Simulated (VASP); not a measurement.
Given:

```
CELL_PARAMETERS angstrom
      4.18673     0.00000     0.00000
      0.00000     4.18673     0.00000
      0.00000     0.00000     4.18673
ATOMIC_POSITIONS crystal
  Ba 0.00000 0.00000 0.00000
  Sn 0.50000 0.50000 0.50000
  O  0.50000 0.00000 0.50000
  O  0.00000 0.50000 0.50000
  O  0.50000 0.50000 0.00000
```

All values below come from HSE06 screened hybrid, VASP's PBE PAW potentials (set 64) (plane waves; VASP). Numerical set-up: 500 eV cut-off, 4×4×4 Γ-centred mesh, Gaussian smearing of 0.050 eV, potentials Ba_sv Sn_d O.

Question: Give the stress tensor in GPa (positive for a compressed cell).

Answer: 
```
-5.66   0.00   0.00
 0.00  -5.66   0.00
 0.00   0.00  -5.66
```
The pressure is its mean diagonal, -5.66 GPa.

The compound is BaSnO3 in the cubic perovskite structure. It was relaxed first. The cell's shape comes from a PBE relaxation.
